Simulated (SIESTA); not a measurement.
The system is AlN.

```
Al N
1.0
     3.11300    0.00000    0.00000
    -1.55650    2.69594    0.00000
     0.00000    0.00000    4.98100
Al N
2 2
Cartesian
  1.5565 0.8986 2.4905
  0.0000 1.7973 0.0000
  1.5565 0.8986 4.3833
  0.0000 1.7973 1.8928
```

Base run:

- Program: SIESTA 5.4.2
- Functional: AM05
- Potentials or basis: PseudoDojo 0.4 standard (PBEsol files)
- Basis: DZP (energy shift 0.003 Ry)
- Grid cutoff: 800 Ry
- Energy shift: 0.003 Ry
- k mesh: 10 × 10 × 6
- Occupations: fermi-dirac, width 0.05 eV
- Spin: no spin polarisation

Its results: band gap on the k mesh 4.29 eV, direct; pressure 1.7 GPa; largest force 0.135 eV/Å.

Q: The run is repeated on the same cell with these changes: functional from AM05 to LDA; potentials or basis from PseudoDojo 0.4 standard (PBEsol files) to PseudoDojo 0.4 standard (LDA files). What comes out?

A: Band gap on the k mesh 4.42 eV, direct; pressure -3.8 GPa; largest force 0.118 eV/Å.

Caveats: the basis of atomic orbitals isn't converged, which shifts pressures, moduli and gaps; the potentials were made for another functional, which shifts forces and pressure (some runs).
